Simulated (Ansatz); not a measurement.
# Converging the field response of a AgCl (001) film, part 3 of 3

Which settings does the induced dipole of a AgCl (001) film need, and which can be cut?

Ansatz 0.2.0; plane-wave DFT, PBE, Ansatz PAW (the session's first sound run).

So far, equivalent conductor thickness p/(ε₀AE) (Å): step 2 (run, setting first choice, PBE) 11.2; step 16 (single point, box 29.1 Å (run 5), PBE) 11.2; step 17 (single point, box 29.1 Å (run 6), PBE) 11.2; step 18 (run, box 29.1 Å (run 7), PBE) 11.2; step 19 (LDA) 11.4.

## (20) Single point, box 29.1 Å (run 7)

This step: plane-wave DFT, r2SCAN, Ansatz PAW (Ansatz 0.2.0).

input.yaml reads:

```yaml
crystal:
  lattice:
    - [3.92444264, 0.0, 0.0]
    - [0.0, 3.92444264, 0.0]
    - [0.0, 0.0, 29.1]
  atoms:
    - { symbol: Ag, position: [0.5, 0.5, 0.3092783505] }
    - { symbol: Cl, position: [0.0, 0.0, 0.3092783505] }
    - { symbol: Ag, position: [0.0, 0.0, 0.4046391753] }
    - { symbol: Cl, position: [0.5, 0.5, 0.4046391753] }
    - { symbol: Ag, position: [0.5, 0.5, 0.5] }
    - { symbol: Cl, position: [0.0, 0.0, 0.5] }
    - { symbol: Ag, position: [0.0, 0.0, 0.5953608247] }
    - { symbol: Cl, position: [0.5, 0.5, 0.5953608247] }
    - { symbol: Ag, position: [0.5, 0.5, 0.6907216495] }
    - { symbol: Cl, position: [0.0, 0.0, 0.6907216495] }
kpoints:
  mp_grid: { grid: [8, 8, 1] }
hamiltonian:
  xc: r2scan
scf:
  occupations: { method: fixed }
  convergence: { dr2_threshold: 1.0e-10 }
efield:
  axis: 3
  dipole_correction: true
  ramp_position: 0.97
  ramp_width: 0.06
  amplitude: 0.1
output:
  write_potential: true
  write_density: true
  volumetric_format: npy
```

Run with:

```bash
ansatz run input.yaml --threads 4 --pin off --max-ram 6144MiB --backend cpu --events-out ev --progress --plain --runs-dir out
```

Numbers of over 12 decimals in the logs are rounded to 6 here.

Log:

```text
[...]
Crystal: 10 atoms, lattice volume = 448.176 Å³
Basis set: ecut = 500 eV, 11291 PW (Γ), exchange–correlation on 120×120×864 points (64 copies of the dense FFT grid, shifted against one another)
Bands: 78, of which v1, the nominal top of the filled ones, is band 65 counted from 1 (64 counted from 0)
Symmetry: 8 space group operations
k-points: 15 of 64
[...]
k-point 0: bands = [... 61 lower, -0.9039, -0.7238, -0.5031, -0.4084, 2.3979, 2.8615, 3.7307, 4.2473, ... 9 higher]
  k-point 1: bands = [... 61 lower, -0.5923, -0.5328, -0.1798, -0.1038, 2.8467, 3.2283, 3.9970, 4.5469, ... 9 higher]
  k-point 2: bands = [... 61 lower, 0.0608, 0.1336, 0.2196, 0.3104, 3.8573, 4.1249, 4.6222, 5.3064, ... 9 higher]
  k-point 14: bands = [... 61 lower, -0.9106, -0.6770, -0.4288, -0.2979, 3.6350, 3.9559, 4.2596, 4.9226, ... 9 higher]
[key lines of the parts left out:]
SCF converged after 13 iterations
Free energy (F): -43443.261535 eV
Fermi energy:    0.943581 eV
Dipole field:    D = 0.037451 V/Å  (p = 0.092758 e·Å, saw-weighted, corrected)
```

Elapsed: 20 s, on 4 threads of Intel Xeon 6975P-C (Granite Rapids), shared host; peak memory 2.1 GiB; 78 s of CPU time.

The dipole corresponds to a conductor 10.898 Å thick, -2.88 % from the first choice, at 2.2 times its CPU time.

## (21) Run, box 29.1 Å (run 9)

This step: plane-wave DFT, PBE, norm-conserving (Ansatz 0.2.0).

Changes to input.yaml since step 20:

```diff
@@ -19,3 +19,4 @@
 hamiltonian:
-  xc: r2scan
+  xc: pbe
+  pseudopotentials: { kind: nc }
 scf:
```

Log:

```text
[...]
Crystal: 10 atoms, lattice volume = 448.176 Å³
Basis set: ecut = 960 eV, 30171 PW (Γ)
Bands: 78, of which v1, the nominal top of the filled ones, is band 65 counted from 1 (64 counted from 0)
Symmetry: 8 space group operations
k-points: 15 of 64
[...]
k-point 0: bands = [... 61 lower, -0.6031, -0.4590, -0.2740, -0.1801, 2.1275, 2.6020, 3.4753, 3.9634, ... 9 higher]
  k-point 1: bands = [... 61 lower, -0.2997, -0.2565, 0.0839, 0.1528, 2.5942, 2.9683, 3.7382, 4.2540, ... 9 higher]
  k-point 2: bands = [... 61 lower, 0.3426, 0.4115, 0.4976, 0.5813, 3.6141, 3.8587, 4.3565, 5.0075, ... 9 higher]
  k-point 14: bands = [... 61 lower, -0.6397, -0.3961, -0.1773, -0.0470, 3.3483, 3.6604, 3.9587, 4.6351, ... 9 higher]
[key lines of the parts left out:]
SCF converged after 12 iterations
Free energy (F): -23310.150200 eV
Fermi energy:    1.215338 eV
Dipole field:    D = 0.038563 V/Å  (p = 0.095512 e·Å, saw-weighted, corrected)
```

The job ended after 31 s (4 threads; peak memory 3.3 GiB; 2.1 min of CPU time).

The dipole corresponds to a conductor 11.222 Å thick, +0.00 % from the first choice, at 3.4 times its CPU time.

## (22) Single point, box 29.1 Å (run 8)

This step: plane-wave DFT, PBE, JTH PAW (Ansatz 0.2.0).

Changes to input.yaml since step 21:

```diff
@@ -20,3 +20,3 @@
   xc: pbe
-  pseudopotentials: { kind: nc }
+  pseudopotentials: { kind: paw, source: jth }
 scf:
```

Log:

```text
[...]
k-point 0: bands = [... 41 lower, -1.3474, -1.2056, -1.0203, -0.9264, 1.3713, 1.8457, 2.7200, 3.2104, ... 6 higher]
  k-point 1: bands = [... 41 lower, -1.0429, -1.0024, -0.6612, -0.5922, 1.8388, 2.2126, 2.9829, 3.5010, ... 6 higher]
  k-point 2: bands = [... 41 lower, -0.4010, -0.3314, -0.2473, -0.1636, 2.8584, 3.1042, 3.6013, 4.2545, ... 6 higher]
  k-point 14: bands = [... 41 lower, -1.3867, -1.1425, -0.9230, -0.7928, 2.5906, 2.9032, 3.2039, 3.8798, ... 6 higher]
[key lines of the parts left out:]
SCF converged after 13 iterations
Free energy (F): -29574.741184 eV
Fermi energy:    0.471190 eV
Dipole field:    D = 0.038470 V/Å  (p = 0.095281 e·Å, saw-weighted, corrected)
```

Run time: 45 s. Hardware: 4 threads; peak memory 4.5 GiB; 3 min of CPU time.

The dipole corresponds to a conductor 11.195 Å thick, -0.24 % from the first choice, at 4.9 times its CPU time.

## (23) The series together

Times are for 4 threads of Intel Xeon 6975P-C (Granite Rapids), shared host. Results by setting:

| no. | setting | equivalent conductor thickness p/(ε₀AE) (Å) | time | memory (GiB) |
| --- | --- | --- | --- | --- |
| 1 | first choice | 11.22 | 9.3 s | 1.3 |
| 2 | cutoff 250 eV | 11.17 | 4.3 s | 0.75 |
| 3 | cutoff 330 eV | 11.22 | 6.3 s | 0.95 |
| 4 | cutoff 600 eV | 11.22 | 15 s | 1.9 |
| 5 | mesh 1x1 | 12.08 | 0.88 s | 0.47 |
| 6 | mesh 2x2 | 11.38 | 1.4 s | 0.75 |
| 7 | mesh 4x4 | 11.22 | 3.5 s | 0.96 |
| 8 | mesh 16x16 | 11.22 | 27 s | 2.0 |
| 9 | vacuum 10 Å | 11.22 | 6.6 s | 1.0 |
| 10 | vacuum 14 Å | 11.22 | 8.7 s | 1.1 |
| 11 | vacuum 26 Å | 11.22 | 12 s | 1.5 |
| 12 | field 0.005 V/Å | 11.22 | 9.1 s | 1.3 |
| 13 | field 0.03 V/Å | 11.22 | 8.7 s | 1.3 |
| 14 | field 0.3 V/Å | 11.23 | 9.7 s | 1.3 |
| 15 | SCF threshold 1e-04 eV | 11.22 | 7.6 s | 1.3 |
| 16 | SCF threshold 1e-06 eV | 11.22 | 8 s | 1.3 |
| 17 | SCF threshold 1e-08 eV | 11.22 | 8.2 s | 1.3 |
| 18 | LDA, Ansatz PAW (420 eV) | 11.38 | 8.9 s | 1.3 |
| 19 | r2SCAN, Ansatz PAW (500 eV) | 10.90 | 20 s | 2.1 |
| 20 | PBE, norm-conserving (960 eV) | 11.22 | 31 s | 3.3 |
| 21 | PBE, JTH PAW (1380 eV) | 11.19 | 45 s | 4.5 |

## (24) Summary of results

```json
{
 "equivalent conductor thickness, first choice": "11.22 Å",
 "equivalent conductor thickness, cutoff 600 eV": "11.22 Å",
 "equivalent conductor thickness, mesh 1x1": "12.08 Å",
 "equivalent conductor thickness, mesh 2x2": "11.38 Å",
 "equivalent conductor thickness, vacuum 26 Å": "11.22 Å",
 "equivalent conductor thickness, LDA, Ansatz PAW (420 eV)": "11.38 Å",
 "equivalent conductor thickness, r2SCAN, Ansatz PAW (500 eV)": "10.90 Å"
}
```

The first choice gives 11.22 Å. Numerical settings off by more than 1 % against it: mesh 1x1 (+7.7 %) and mesh 2x2 (+1.4 %). The cheapest single change that stays within 0.5 % is mesh 4x4, at 36 % of the CPU time. Functionals and files move it by +1.4 % (LDA, Ansatz PAW (420 eV)), -2.9 % (r2SCAN, Ansatz PAW (500 eV)), under 0.1 % (PBE, norm-conserving (960 eV)) and -0.2 % (PBE, JTH PAW (1380 eV)). The film is symmetric and its atoms are held, so the dipole is the electronic response to the field alone. Times of a few seconds on a shared host rank the settings only roughly. In 1 run of the series (vacuum 10 Å) the program warns that electrons reach the sawtooth's ramp, which makes dipole and work function less sure.

[Logs are printed without paths, hosts, clocks, repeated set-up lines and the standing remarks that a program may print on its own settings, such as how far it seeks lower states.]

[Hosts, paths, dates, database ids (printed as entryN), source tags and the programs' standing remarks are cut or masked in the printed files.]

[Maps of the electrostatic potential energy from Ansatz leave out the sawtooth potential of an applied field or a dipole correction, so their vacuum need not be flat; planar profiles and work functions include it.]
